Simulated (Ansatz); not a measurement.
Energy, volume and coordination in PbSe

Method: DFT PBE, scalar-relativistic, plane waves, PAW (Ansatz 0.2.0). All cells share a 420 eV cutoff and Γ-centred k meshes spaced at most about 0.3 Å⁻¹ (2π included). No spin polarisation.

Temperature and zero-point effects are left out. Rows are sorted by volume; energies count from the lowest form computed. Coordination counts Se atoms around Pb (those within 1.25 times the shortest such distance or 1.15 times the sum of covalent radii; a plus sign parts nearer from farther groups). The table shows 6 of 7 forms computed.

```
row                     form             source  atoms  coordination  V (Å³/atom)  gap on mesh (eV)  ΔE (meV/atom)
  1    rock salt type, Fm-3m                COD      2          Pb 6         30.1              0.43              0
  2                     Cmcm  Materials Project      4        Pb 1+4         30.2              1.12             48
  3                   I4_1md           invented      4          Pb 6         30.2              0.64              ?
  4                   P4/nmm           invented      4          Pb 4         30.2              0.41            171
  5                   P6_3mc           invented      4        Pb 3+3         31.3              0.72             77
  6  zinc blende type, F-43m           invented      2          Pb 4         41.1              0.67            180
```

The cell of row 3:

Space group I4_1md (No. 109). a = 4.024 Å, b = 4.024 Å, c = 14.936 Å, α = 90.00°, β = 90.00°, γ = 90.00°
```tsv
atom	site	symmetry	x	y	z
Pb	4a	2mm.	0.0000	0.0000	0.7925
Se	4a	2mm.	0.0000	0.0000	0.2075
```

**Question.** How far above the lowest form does the open row lie?

**Answer.** 120 meV/atom, which puts it above row 5 and below row 4. Counting Se atoms around Pb, row 3 and the lowest form (row 1) both have Pb 6. Shaken at random and relaxed again, this cell falls into a cell with the rock salt type, space group Fm-3m (No. 225), 120 meV/atom lower and the lowest form computed, so it is a saddle point or a shallow minimum.

The lowest form is a structure that the Crystallography Open Database (COD) lists.

Weakly bound directions are ill-defined at this level, which has no dispersion term (Cmcm, P4/nmm), and this can change margins and order among such cells. These runs have no spin–orbit coupling, which can matter for Pb. Kohn–Sham gaps at this level usually fall short of measured ones. The missing spin–orbit coupling can work the other way here. Cells without such a test can be saddle points. Some candidate types were left out of the draw beforehand, so a known form may be missing.
